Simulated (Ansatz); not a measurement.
# AlAu (Pm-3m) in Ansatz: notebook

The runs below take AlAu through band structure, with PBEsol.

Program: Ansatz 0.2.0. These are calculated values, not measurements. Logs are shortened: lines on timing, memory, paths and dates and some standing lists are left out, and cuts for length are marked.

**1. The structure**

The structure is cubic, space group Pm-3m (No. 221). Conventional cell: a = 3.224 Å, b = 3.224 Å, c = 3.224 Å, α = 90.00°, β = 90.00°, γ = 90.00°. Au (site symmetry m-3m) has 8 Al at 2.79 Å as nearest neighbours. Al (site symmetry m-3m) is surrounded by 8 Au at 2.79 Å.

The cell comes from a database or a generator and needn't be the stable form of this composition.

**2. Band structure, PBEsol**

input.yaml reads:

```yaml
crystal:
  lattice:
    - [3.223942, 0.0, 0.0]
    - [0.0, 3.223942, 0.0]
    - [0.0, 0.0, 3.223942]
  atoms:
    - { symbol: Au, position: [0.5, 0.5, 0.5] }
    - { symbol: Al, position: [0.0, 0.0, 0.0] }
kpoints:
  mp_grid: { grid: [6, 6, 6] }
  band_path:
    path:
      - [0.0, 0.0, 0.0]
      - [0.0, 0.5, 0.0]
      - [0.5, 0.5, 0.0]
      - [0.0, 0.0, 0.0]
      - [0.5, 0.5, 0.5]
      - [0.0, 0.5, 0.0]
    npoints: 10
scf:
  occupations: { method: fermi_dirac, width: 0.05 }
hamiltonian:
  xc: pbesol
  pseudopotentials: { kind: all_electron, lapw: { basis_error: 0.001 } }
output:
  forces: true
  stress: true
  eigenvalues: true
```

Potentials or basis: all-electron LAPW, scalar-relativistic.

Launch:

```sh
$ ansatz run input.yaml --threads 1 --pin off --max-ram 3072MiB --backend cpu --events-out ev --progress --plain --runs-dir out
```

Standard output:

```text
Warning: RAYON_NUM_THREADS=1 ignored (pool sized by the plan → 1); use --threads N
LAPW: plane waves up to 7.372 Å⁻¹, error target 1.0e-3 eV per atom; small_component_spin mean_spin; Al in spheres of 1.233 Å, 11 of its electrons in bands, Dirac shells []; Au in spheres of 1.559 Å, 33 of its electrons in bands, Dirac shells [] (how accurate: hamiltonian.pseudopotentials.lapw.basis_error, Limitations)
Engine: ansatz 0.2.0, x86_64-unknown-linux-gnu
Pseudopotentials: kind: all_electron
Pseudopotential: Au, LAPW, valence charge 33, lapw/all_electron/scalar/gaussian/Au, Koelling and Harmon's equation, gaussian nucleus
Pseudopotential: Al, LAPW, valence charge 11, lapw/all_electron/scalar/gaussian/Al, Koelling and Harmon's equation, gaussian nucleus
Functional definition: PBEsol
  exchange = pbesol_x
  correlation = pbesol_c
Crystal: 2 atoms, lattice volume = 33.509 Å³
Basis set: ecut = 207.0499047799021 eV, 251 PW (Γ), exchange–correlation at level 2
Bands: 27, of which v1, the nominal top of the filled ones, is band 22 counted from 1 (21 counted from 0)
Symmetry: 48 space group operations
Space group: Pm-3m (ITA 221), of the structure as read, at distance tolerance 3.2e-5 Å
k-points: 20 of 216
Non-local potential: Au, projectors of the file, none
Non-local potential: Al, projectors of the file, none
Initial density: superposition of atomic densities (chi_scale 0.1, normalization cell, long waves kept (reshape's long-wave potential 0.00 eV rms))
Initial wavefunctions: plane waves of lowest kinetic energy (no species holds an atomic orbital)
Functional: x = pbesol(κ = 0.804, μ = 0.12345679012345678), c = pbesol(β = 0.046)
iter 1 solved again at ethr=3.77e-4 eV; its pass at ethr=1.00e-1 eV (dr2=1.66e-1 eV) is discarded
SCF iter   1: F=—  HF=-523678.658224 eV  |F-HF|=—  |Δ(HF+E_count)|=         —  Δρ=2.41e-2  dr2=1.66e-1  ethr=3.77e-4  ⟨swp⟩=2.8  Hψ=3504  notcnv=0
preconditioner: auto → Kerker (q_TF=auto, 2.855 Å⁻¹)  [metal: Δε(μ)=0.107 eV  Ē_g=10.301 eV  σ=0.050 eV  W_gap=0.40  n_scr=18 (ndim 8)  ℏωp=24.0 eV  f_vac=0.000  D(μ)=0.73/eV (n_scr^D=6)]
SCF iter   2: F=—  HF=-523678.137595 eV  |F-HF|=—  |Δ(HF+E_count)|=   5.21e-1  Δρ=1.70e-2  dr2=1.77e-1  ethr=3.77e-4  ⟨swp⟩=3.0  Hψ=1823  notcnv=0
preconditioner: auto → Resta (q_TF=auto, 2.855 Å⁻¹)  ε∞=5.4  [insulator: Δε(μ)=0.289 eV  Ē_g=11.484 eV  σ=0.050 eV  W_gap=0.59  n_scr=18 (ndim 8)  ℏωp=24.0 eV  f_vac=0.000  D(μ)=1.13/eV (n_scr^D=6)  ε∞_Penn≈5.4]
SCF iter   3: F=—  HF=-523677.847920 eV  |F-HF|=—  |Δ(HF+E_count)|=   2.90e-1  Δρ=8.40e-3  dr2=3.10e-2  ethr=3.77e-4  ⟨swp⟩=2.0  Hψ=1629  notcnv=0
SCF iter   4: F=—  HF=-523677.836375 eV  |F-HF|=—  |Δ(HF+E_count)|=         —  Δρ=3.19e-3  dr2=4.96e-3  ethr=7.04e-5  ⟨swp⟩=2.0  Hψ=1544  notcnv=0
the basis was enlarged: its passes take 463.5 KiB over the memory plan, 1 of 1 planned eigensolver slots
SCF iter   5: F=—  HF=-523677.834922 eV  |F-HF|=—  |Δ(HF+E_count)|=   1.45e-3  Δρ=1.20e-3  dr2=6.48e-4  ethr=1.13e-5  ⟨swp⟩=2.0  Hψ=1531  notcnv=0
iter 6 solved again at ethr=3.14e-8 eV; its pass at ethr=1.47e-6 eV (dr2=1.38e-5 eV) is discarded
SCF iter   6: F=—  HF=-523677.834809 eV  |F-HF|=—  |Δ(HF+E_count)|=   1.13e-4  Δρ=1.75e-4  dr2=1.38e-5  ethr=3.14e-8  ⟨swp⟩=2.0  Hψ=2631  notcnv=0
SCF iter   7: F=—  HF=-523677.834801 eV  |F-HF|=—  |Δ(HF+E_count)|=   7.45e-6  Δρ=7.32e-5  dr2=1.99e-6  ethr=3.13e-8  ⟨swp⟩=2.0  Hψ=1530  notcnv=0
SCF iter   8: F=-523677.834799 eV  HF=-523677.834800 eV  |F-HF|=7.06e-8  |Δ(HF+E_count)|=   1.67e-6  Δρ=1.42e-5  dr2=3.55e-8  ethr=4.52e-9  ⟨swp⟩=2.0  Hψ=1530  notcnv=0
SCF 1 converged in 8 iterations: F = -523677.834799 eV  dr2 = 3.55e-8
NSCF: frozen V_eff on 51 k-points
SCF converged after 8 iterations
Free energy (F): -523677.834799 eV
Harris-Foulkes:  -523677.834800 eV  (|F-HF|=7.06e-8)
Internal energy: -523677.827170 eV  (E = F + TS)
E sigma→0 (E₀):  -523677.830985 eV
Entropy (-TS):   -0.007629 eV (-3.815 meV/atom)
Fermi energy:    18.359669 eV
--- Per-component energies (eV) ---
  E_band       = -1552.607302
  E_kinetic    = 595908.051085
  E_xc         = -10264.572557
  E_electrostatic = -1109321.305698  (all electrons and nuclei)
  E_smearing   = -0.007629  (= −TS)
  E_closure    = -0.000000  (closes the sum)
  E_atoms      = -523669.244008  (free atoms, spherical and without spin; not in F)
  Σ components = -523677.834799   (vs F -523677.834799, Δ=0.00e0)
  Basis errors (estimates in eV, not in F): energy 2.7e-4 per atom: plane waves 2.3e-4 (1.2e-4 summed), levels above the bands 1.9e-33, relativity 6.0e-9, radial functions 4.1e-5, core shells 5.9e-7; eigenvalues (radial functions only) 1.9e-6; not estimated: angular momenta, meshes, grids; target (lapw.basis_error) 1.0e-3; muffin-tin radii Al 1.233 Å, Au 1.559 Å
--- Forces (eV/Å), atoms counted from 1 ---
  atom   1  Au     0.00000000    -0.00000000     0.00000000
  atom   2  Al    -0.00000000    -0.00000000    -0.00000000
  max |Σ_I F_I| component: 4.70e-30 eV/Å
--- Stress (GPa, compression-positive) ---
       -5.238974       0.000000       0.000000
        0.000000      -5.238974       0.000000
        0.000000       0.000000      -5.238974
  P = ⅓ Tr σ = -5.2390 GPa (-52.390 kbar)
--- Band table (eV; the first three rows and the last of 20) ---
  k-point 0: bands = ["-88.4779", "-85.7866", "-61.5698", "-61.5496", "-61.5496", "-61.5496", "-61.5336", "-61.5336", "-61.5336", "-47.4696", "-47.4696", "-47.4696", "-39.8334", "-39.8334", "-39.8334", "6.9963", "11.7498", "11.7498", "13.6452", "13.6452", "13.6452", "21.1477", "21.1477", "21.1477", "24.9680", "25.7221", "25.7221"]
  k-point 1: bands = ["-88.4778", "-85.7866", "-61.5698", "-61.5496", "-61.5496", "-61.5496", "-61.5336", "-61.5336", "-61.5336", "-47.4701", "-47.4695", "-47.4695", "-39.8409", "-39.8329", "-39.8329", "7.4452", "11.8334", "11.9016", "13.3921", "13.3921", "13.6732", "18.6994", "21.8256", "21.8256", "25.2900", "25.4998", "28.4920"]
  k-point 2: bands = ["-88.4774", "-85.7865", "-61.5698", "-61.5497", "-61.5496", "-61.5496", "-61.5337", "-61.5336", "-61.5336", "-47.4713", "-47.4694", "-47.4694", "-39.8558", "-39.8318", "-39.8318", "8.6963", "11.9297", "12.0088", "12.9527", "12.9527", "13.7298", "15.9669", "23.5409", "23.5409", "24.4731", "26.1917", "28.7617"]
  k-point 19: bands = ["-88.4760", "-85.7862", "-61.5698", "-61.5496", "-61.5496", "-61.5496", "-61.5337", "-61.5337", "-61.5337", "-47.4715", "-47.4715", "-47.4715", "-39.8582", "-39.8582", "-39.8582", "11.2255", "11.2255", "11.2255", "14.5276", "14.5276", "17.8987", "19.2347", "19.2347", "19.2347", "20.4386", "21.9218", "21.9218"]
```

bands.tsv:

```text
# k_distance	band_0	band_1	band_2	band_3	band_4	band_5	band_6	band_7	band_8	band_9	band_10	band_11	band_12	band_13	band_14	band_15	band_16	band_17	band_18	band_19	band_20	band_21	band_22	band_23	band_24	band_25	band_26
# fermi_ev = 18.359669
[... 59 lines left out ...]
6.255094	-106.836926	-104.146140	-79.929470	-79.909321	-79.909286	-79.909286	-79.893363	-79.893228	-79.893228	-65.831534	-65.829047	-65.829042	-58.222823	-58.191630	-58.191626	-8.242219	-7.285928	-6.223118	-5.645491	-5.456475	-4.645082	-3.303944	5.479042	6.562556	7.078001	7.128114	8.305000
6.392903	-106.836957	-104.146146	-79.929470	-79.909322	-79.909287	-79.909287	-79.893364	-79.893226	-79.893226	-65.831541	-65.828990	-65.828990	-58.222963	-58.190968	-58.190968	-8.329529	-7.229004	-6.258577	-5.601964	-5.601964	-4.601145	-3.307639	5.724880	7.230977	7.230977	7.883944	7.883944
```

Run time: 6.3 s. Hardware: 1 thread of Intel Xeon Platinum 8488C (Sapphire Rapids), shared host; peak memory 0.29 GiB.

Results:

| Quantity | Value |
| --- | --- |
| Free energy | -523677.8348 eV |
| Pressure | -5.2 GPa |
| Band gap along the path | none (metal or under the smearing width) |

Levels at the corners of the path, in eV from the Fermi level:
| point | band 20 | band 21 | band 22 | band 23 | band 24 | band 25 |
| --- | --- | --- | --- | --- | --- | --- |
| Γ | -4.71 | -4.71 | 2.79 | 2.79 | 2.79 | 6.61 |
| X | -5.60 | -4.60 | -3.31 | 5.72 | 7.23 | 7.23 |
| M | -3.88 | -3.51 | -3.51 | -1.30 | 0.69 | 7.13 |
| Γ | -4.71 | -4.71 | 2.79 | 2.79 | 2.79 | 6.61 |
| R | -3.83 | -0.46 | 0.88 | 0.88 | 0.88 | 2.08 |
| X | -5.60 | -4.60 | -3.31 | 5.72 | 7.23 | 7.23 |

Caveat: the k mesh is thin for a metal, which can move the energy by tens of meV per atom; spin-orbit coupling is left out, which moves the levels of the heavy elements.

**3. Band structure, PBEsol, spin-orbit coupling, no magnetisation**

input.yaml: that of step 2 with these lines changed.

```diff
@@ -24,2 +24,5 @@
   pseudopotentials: { kind: all_electron, lapw: { basis_error: 0.001 } }
+magnetization:
+  noncollinear: true
+  spin_orbit: true
 output:
```

Potentials or basis: all-electron LAPW, relativistic spinors.

Launch:

```sh
$ ansatz run input.yaml --threads 1 --pin off --max-ram 3072MiB --backend cpu --events-out ev --progress --plain --runs-dir out
```

It took 53 s on 1 thread of Intel Xeon Platinum 8488C (Sapphire Rapids), shared host; peak memory 0.51 GiB.

The run converged. Its results:

```yaml
Free_energy: -524664.7463 eV
Pressure: -6.2 GPa
Band_gap_along_the_path: none (metal or under the smearing width)
```

Levels at the corners of the path, in eV from the Fermi level:
```csv
point,band 42,band 43,band 44,band 45,band 46,band 47
Γ,-4.10,2.14,2.14,3.00,3.00,3.00
X,-4.36,-3.17,-3.17,5.71,5.71,6.55
M,-3.78,-3.29,-3.29,-1.28,-1.28,0.74
Γ,-4.10,2.14,2.14,3.00,3.00,3.00
R,-0.48,-0.20,-0.20,1.28,1.28,1.28
X,-4.36,-3.17,-3.17,5.71,5.71,6.55
```

Caveat: the k mesh is thin for a metal, which can move the energy by tens of meV per atom.
